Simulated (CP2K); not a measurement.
GaN:

```
Ga N
1.0
     3.01968    0.00000    0.00000
     1.50984    2.61512    0.00000
     1.50984    0.87171    2.46556
Ga N
1 1
Cartesian
  0.0000 0.0000 0.0000
  3.0197 1.7434 1.2328
```

Measurements of this composition are mostly on another form, of space group No. 186.

Program: CP2K 2026.2. Alike in all runs: task band structure; no spin polarisation; cell as given; k mesh 11 × 11 × 11.

Problem. Order these runs on this cell by their pressure, lowest first.
A. level PBEsol; potentials or basis POTENTIAL_UZH Ga GTH-PBE-q13, N GTH-PBE-q5; TZVP-MOLOPT-PBE-GTH basis; smearing fermi-dirac 0.0259 eV; EPS_DEFAULT 1.0E-9; NGRIDS 4; points a segment of the path (NPOINTS) 6; bands added on the path 6; CUTOFF of the grids 450 Ry
B. level LDA; potentials or basis GTH_POTENTIALS Ga GTH-PADE-q13, N GTH-PADE-q5; TZVP-MOLOPT-PBE-GTH basis; smearing fermi-dirac 0.05 eV; EPS_DEFAULT 1.0E-9; NGRIDS 5; points a segment of the path (NPOINTS) 10; bands added on the path 6; CUTOFF of the grids 450 Ry
C. level r2SCAN; potentials or basis POTENTIAL_UZH Ga GTH-SCAN-q13, N GTH-SCAN-q5; TZVP-MOLOPT-SCAN-GTH basis; smearing fermi-dirac 0.05 eV; EPS_DEFAULT 1.0E-10; NGRIDS 5; points a segment of the path (NPOINTS) 6; bands added on the path 2; CUTOFF of the grids 675 Ry

Solution. B (-10.4 GPa), C (-6.1 GPa), A (-4.1 GPa).

Caveats: the basis of atomic orbitals isn't converged, which shifts pressures, moduli and gaps; the potentials were made for another functional, which shifts forces and pressure (some runs).

Runs at the PBE level aren't shown here.
